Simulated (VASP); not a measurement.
A run of VASP 6.6.1:

INCAR

```
SYSTEM = BaF2
ALGO = Normal ; EDIFF = 1E-7
EDIFFG = -0.01 ; ENCUT = 600
GGA = PE ; IBRION = 2
ISIF = 2 ; ISMEAR = 0
IVDW = 12 ; LASPH = .True.
LCHARG = .False. ; LREAL = .False.
LWAVE = .False. ; NELM = 80
NSW = 40 ; PREC = Accurate
SIGMA = 0.03
```

The input KPOINTS:

```
k-points
0
Gamma
  8 8 8
  0 0 0
```

Contents of POSCAR:

```
BaF2                                    
1.0
    0.0000000000      3.1205760139      3.1205760139
    3.1205760139     -0.0000000000      3.1205760139
    3.1205760139      3.1205760139      0.0000000000
  Ba              F             
     1     2
Direct
     1.0000000000000000    0.0000000000000000    1.0000000000000000
     0.2500000000000000    0.2500000000000000    0.2500000000000000
     0.7500000000000000    0.7500000000000000    0.7500000000000000
```

Potentials or basis: VASP PAW PBE potentials, release 64 (Ba_sv, F).

Run with:

```sh
$ cat potpaw_PBE.64/Ba_sv/POTCAR potpaw_PBE.64/F/POTCAR > POTCAR
$ mpirun -np 1 vasp_std > vasp.out
```

Hardware: 1 thread of Intel(R) Xeon(R) Platinum 8488C (Sapphire Rapids) (shared host).

Problem. How long does it take, and how much memory?

Solution. Run time: 36 s on 1 thread of Intel(R) Xeon(R) Platinum 8488C (Sapphire Rapids) (shared host), peak memory 0.22 GiB. Counts: scf iterations 15, k points 29, ion steps 1.
